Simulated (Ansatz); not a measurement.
# BaTiO3 (R3m) in Ansatz: reference runs

How does BaTiO3 come out in PBE? The cell is run as given and disturbed.

All numbers are computed with Ansatz 0.2.0; they aren't measurements. Logs are shortened: lines on timing, memory, paths and dates and some standing lists are left out, and cuts for length are marked.

## (1) The structure

Symmetry: R3m, No. 160, trigonal system. Conventional cell: a = 5.655 Å, b = 5.655 Å, c = 6.955 Å, α = 90.00°, β = 90.00°, γ = 120.00°. Ba (site symmetry 3m) is surrounded by 12 O at 2.79 to 2.89 Å. Ti (site symmetry 3m) is surrounded by 6 O at 1.87 to 2.14 Å. O (site symmetry m) has 2 Ti at 1.87 to 2.14 Å as nearest neighbours.

## (2) Single point, PBE

Input file input.yaml:

```yaml
crystal:
  lattice:
    - [2.8273666084, 1.6323808724, 2.3183934932]
    - [-2.8273666084, 1.6323808724, 2.3183934932]
    - [0.0, -3.2647617449, 2.3183934932]
  atoms:
    - { symbol: Ba, position: [0.0, 0.0, 0.0] }
    - { symbol: Ti, position: [0.4845, 0.4845, 0.4845] }
    - { symbol: O, position: [0.5086, 0.0175, 0.5086] }
    - { symbol: O, position: [0.0175, 0.5086, 0.5086] }
    - { symbol: O, position: [0.5086, 0.5086, 0.0175] }
hamiltonian:
  xc: pbe
  pseudopotentials: { kind: paw }
kpoints:
  mp_grid: { grid: [7, 7, 7] }
scf:
  occupations: { method: fermi_dirac, width: 0.05 }
output:
  forces: true
  stress: true
  eigenvalues: true
  write_density: true
  write_potential: true
  elf: true
  volumetric_format: npy
```

Potentials or basis: Ansatz PAW.

Run with:

```bash
$ ansatz run input.yaml --threads 2 --pin off --max-ram 5632MiB --backend cpu --events-out ev --progress --plain --runs-dir out
```

Log:

```text
Warning: RAYON_NUM_THREADS=2 ignored (pool sized by the plan → 2); use --threads N
Engine: ansatz 0.2.0, x86_64-unknown-linux-gnu
Pseudopotentials: kind: paw
Pseudopotential: Ba, paw, valence charge 10, recommended cutoff 420 eV (normal), Ba.paw.azcp
Pseudopotential: Ti, paw, valence charge 12, recommended cutoff 420 eV (normal), Ti.paw.azcp
Pseudopotential: O, paw, valence charge 6, recommended cutoff 420 eV (normal), O.paw.azcp
Functional definition: PBE
  parameter kappa = 0.804
  parameter beta = 0.06672455060314922
  exchange = pbe_x(kappa = kappa, mu = beta*pi^2/3)
  correlation = pbe_c(beta = beta)
Crystal: 5 atoms, lattice volume = 64.201 Å³
Basis set: ecut = 420 eV, 1237 PW (Γ), exchange–correlation on 54×54×54 points (8 copies of the dense FFT grid, shifted against one another)
Bands: 25, of which v1, the nominal top of the filled ones, is band 20 counted from 1 (19 counted from 0)
Symmetry: 6 space group operations
Space group: R3m (ITA 160), of the structure as read, at distance tolerance 4.0e-5 Å
k-points: 44 of 343 (time reversal used)
Non-local potential: Ba, projectors of the file, l = 0: 3, l = 1: 2, l = 2: 2, l = 3: 2
Non-local potential: Ti, projectors of the file, l = 0: 3, l = 1: 2, l = 2: 3, l = 3: 1
Non-local potential: O, projectors of the file, l = 0: 2, l = 1: 2, l = 2: 1
PAW form: soft (Blöchl's): semilocal exchange-correlation on the pseudo side does not see the compensation charge
PAW one-centre angular grid: Ba, 194 points (default); XC on 64 Gauss nodes
PAW one-centre angular grid: Ti, 590 points (default); XC on 64 Gauss nodes
PAW one-centre angular grid: O, 110 points (default); XC on 64 Gauss nodes
Initial density: superposition of atomic densities (neutral atoms: chi_scale 0, normalization atom), corrected by the library's trained network
Initial wavefunctions: pseudopotential atomic-orbital guess
Functional: x = pbe(κ = 0.804, μ = 0.2195149727645171), c = pbe(β = 0.06672455060314922)
SCF iter   1: F=—  HF=-10159.592582 eV  |F-HF|=—  |Δ(HF+E_count)|=         —  Δρ=1.55e-3  dr2=9.38e-4  ethr=1.77e-3  ⟨swp⟩=6.0  Hψ=5482  notcnv=0
preconditioner: auto → Resta (q_TF=auto, 2.521 Å⁻¹)  ε∞=5.7  [insulator: Δε(μ)=2.479 eV  Ē_g=12.143 eV  σ=0.050 eV  W_gap=1.00  n_scr=18 (ndim 8)  ℏωp=26.2 eV  f_vac=0.000  D(μ)=0.00/eV (n_scr^D=0)  ε∞_Penn≈5.7]
SCF iter   2: F=—  HF=-10159.592944 eV  |F-HF|=—  |Δ(HF+E_count)|=   3.62e-4  Δρ=7.74e-4  dr2=2.50e-4  ethr=2.35e-6  ⟨swp⟩=2.0  Hψ=2226  notcnv=0
SCF iter   3: F=—  HF=-10159.593114 eV  |F-HF|=—  |Δ(HF+E_count)|=   1.70e-4  Δρ=1.08e-4  dr2=1.23e-5  ethr=6.25e-7  ⟨swp⟩=2.6  Hψ=1572  notcnv=0  defer=2
SCF iter   4: F=—  HF=-10159.592565 eV  |F-HF|=—  |Δ(HF+E_count)|=   5.50e-4  Δρ=5.37e-5  dr2=2.24e-6  ethr=3.08e-8  ⟨swp⟩=2.0  Hψ=1925  notcnv=0  defer=2
iter 5 did not close the SCF: its close was put off for the readings that it lacked (scf_convergence_deferred on its scf_iter line)
SCF iter   5: F=-10159.592565 eV  HF=-10159.592564 eV  |F-HF|=1.73e-8  |Δ(HF+E_count)|=   9.88e-8  Δρ=1.60e-5  dr2=9.84e-8  ethr=5.60e-9  ⟨swp⟩=2.7  Hψ=1913  notcnv=0  defer=2
SCF iter   6: F=-10159.592565 eV  HF=-10159.592565 eV  |F-HF|=1.93e-9  |Δ(HF+E_count)|=   5.44e-8  Δρ=3.15e-6  dr2=2.89e-9  ethr=2.46e-10  ⟨swp⟩=9.8  Hψ=8465  notcnv=0
SCF 1 converged in 6 iterations: F = -10159.592565 eV  dr2 = 2.89e-9
SCF converged after 6 iterations
Free energy (F): -10159.592565 eV
Harris-Foulkes:  -10159.592565 eV  (|F-HF|=1.93e-9)
Internal energy: -10159.592565 eV  (E = F + TS)
E sigma→0 (E₀):  -10159.592565 eV
Fermi energy:    11.461948 eV
--- Per-component energies (eV) ---
  E_band       = -139.649707
  E_kinetic    = 972.056062
  E_local      = -2119.657595  (includes V_loc(G=0)·N_el)
  E_nonlocal   = 203.972904
  E_hartree    = 830.179741
  E_xc         = -491.881972
  E_vxc        = -546.686307  (∫ρ·V_xc dr)
  E_paw        = -6745.055365  (= ΣΔE_a)
  E_vpaw       = -309.701936  (= ΣTr[D̂ρ^β])
  E_aug_tail   = 0.007345  (compensation charges beyond the density's cutoff)
  E_ewald      = -2809.213684
  E_smearing   = -0.000000  (= −TS)
  E_closure    = 0.000000  (closes the sum)
  Σ components = -10159.592565   (vs F -10159.592565, Δ=0.00e0)
--- Forces (eV/Å), atoms counted from 1 ---
  atom   1  Ba    -0.00000000     0.00000000    -0.13512616
  atom   2  Ti     0.00000000    -0.00000000     0.13820761
  atom   3  O      0.10679706    -0.06165931    -0.00102015
  atom   4  O     -0.10679706    -0.06165931    -0.00102015
  atom   5  O      0.00000000     0.12331862    -0.00102015
  max |Σ_I F_I| component: 2.10e-5 eV/Å
--- Stress (GPa, compression-positive) ---
        5.101483      -0.000000       0.000000
       -0.000000       5.101483       0.000000
        0.000000       0.000000       4.918965
  P = ⅓ Tr σ = 5.0406 GPa (50.406 kbar)
--- Band table (eV; the first three rows and the last of 44) ---
  k-point 0: bands = ["-45.9603", "-22.2317", "-22.2317", "-22.2272", "-14.3943", "-6.5403", "-5.8785", "-5.8785", "0.4150", "0.4150", "0.4172", "8.0621", "8.0621", "8.0624", "8.9171", "8.9171", "9.1504", "9.7435", "9.8742", "9.8742", "12.6687", "12.6687", "12.8151", "14.7890", "14.7890"]
  k-point 1: bands = ["-45.9602", "-22.2406", "-22.2313", "-22.2279", "-14.3721", "-6.5532", "-5.8723", "-5.8626", "0.4450", "0.4468", "0.4939", "7.7181", "8.0038", "8.0138", "8.7057", "8.7321", "9.0296", "9.4169", "9.7845", "9.8177", "12.7043", "12.9688", "12.9710", "14.7864", "15.2725"]
  k-point 2: bands = ["-45.9598", "-22.2626", "-22.2304", "-22.2272", "-14.3214", "-6.6443", "-5.8585", "-5.7523", "0.5144", "0.5181", "0.6664", "6.9992", "7.8139", "7.8295", "8.3882", "8.4386", "8.7686", "8.9269", "9.5382", "9.5977", "12.7698", "13.5081", "13.6009", "14.7774", "16.0072"]
  k-point 43: bands = ["-45.9579", "-22.2761", "-22.2759", "-22.2709", "-14.1408", "-5.7539", "-5.6814", "-5.6732", "-0.2320", "-0.2316", "-0.1201", "6.0431", "6.6761", "6.6904", "7.7205", "7.8976", "7.9449", "10.0902", "10.0960", "10.1632", "14.5217", "14.6750", "14.6756", "17.0469", "17.1072"]
```

Wall time 10 s (2 threads of AMD EPYC (Zen 3), shared host); peak memory 0.44 GiB.

Results:

| Quantity | Value |
| --- | --- |
| Free energy | -10159.5926 eV |
| Pressure | 5.0 GPa |
| Largest force | 0.138 eV/Å |
| Band gap on the k mesh | 2.50 eV, indirect (least direct gap 2.79 eV) |

Forces in eV/Å, atoms in the order of the input:
```
Ba   0.000  0.000 -0.135
Ti   0.000  0.000  0.138
O    0.107 -0.062 -0.001
O   -0.107 -0.062 -0.001
O    0.000  0.123 -0.001
```

Stress tensor (GPa, compression positive):
```
5.10 0.00 0.00
0.00 5.10 0.00
0.00 0.00 4.92
```

Levels at points of the mesh, in eV from the valence-band top:
| k point | band 16 | band 17 | band 18 | band 19 | band 20 | band 21 | band 22 | band 23 | band 24 | band 25 |
| --- | --- | --- | --- | --- | --- | --- | --- | --- | --- | --- |
| (0.00, 0.00, 0.00) | -1.26 | -1.02 | -0.43 | -0.30 | -0.30 | 2.50 | 2.50 | 2.64 | 4.62 | 4.62 |

Caveat: odd divisions of the mesh miss points on the zone boundary, where band edges often lie, so the gap on the mesh can be too wide; the pressure holds a Pulay correction of +0.5 GPa for the finite cutoff; spin-orbit coupling is left out, which moves the levels of the heavy elements. A k mesh can miss the band edges.

## (3) Single point, PBE (atoms moved at random, drawn with an rms of 0.05 Å)

Input file input.yaml:

```yaml
crystal:
  lattice:
    - [2.8273666084, 1.6323808724, 2.3183934932]
    - [-2.8273666084, 1.6323808724, 2.3183934932]
    - [0.0, -3.2647617449, 2.3183934932]
  atoms:
    - { symbol: Ba, position: [-0.012677, -0.007979, 0.007118] }
    - { symbol: Ti, position: [0.483124, 0.472588, 0.482033] }
    - { symbol: O, position: [0.510502, 0.00929, 0.516531] }
    - { symbol: O, position: [0.021182, 0.520255, 0.513586] }
    - { symbol: O, position: [0.510776, 0.51392, 0.01422] }
hamiltonian:
  xc: pbe
  pseudopotentials: { kind: paw }
kpoints:
  mp_grid: { grid: [7, 7, 7] }
scf:
  occupations: { method: fermi_dirac, width: 0.05 }
output:
  forces: true
  stress: true
  eigenvalues: true
  write_density: true
  write_potential: true
  elf: true
  volumetric_format: npy
```

Potentials or basis: Ansatz PAW.

Run with:

```bash
$ ansatz run input.yaml --threads 2 --pin off --max-ram 5632MiB --backend cpu --events-out ev --progress --plain --runs-dir out
```

Run time: 37 s. Hardware: 2 threads of AMD EPYC (Zen 3), shared host; peak memory 0.59 GiB.

Results (log left out):

| Item | Value |
| --- | --- |
| Free energy | -10159.5484 eV |
| Pressure | 5.3 GPa |
| Largest force | 0.536 eV/Å |
| Band gap on the k mesh | 2.61 eV, indirect (least direct gap 2.99 eV) |

Forces on the atoms (eV/Å):
```
Ba   0.201  0.295 -0.023
Ti  -0.297 -0.100  0.435
O   -0.285  0.317  0.096
O    0.150 -0.163 -0.456
O    0.232 -0.349 -0.053
```

Stress tensor (GPa, compression positive):
```
 5.14  0.24 -0.09
 0.24  4.87  0.44
-0.09  0.44  5.93
```

Levels at points of the mesh, in eV from the valence-band top:
```tsv
k point	band 17	band 18	band 19	band 20	band 21	band 22	band 23	band 24
(0.00, 0.00, 0.00)	-1.03	-0.52	-0.40	-0.38	2.61	2.73	2.93	4.72
```

Caveat: odd divisions of the mesh miss points on the zone boundary, where band edges often lie, so the gap on the mesh can be too wide; the pressure holds a Pulay correction of +0.5 GPa for the finite cutoff; spin-orbit coupling is left out, which moves the levels of the heavy elements. A k mesh can miss the band edges.
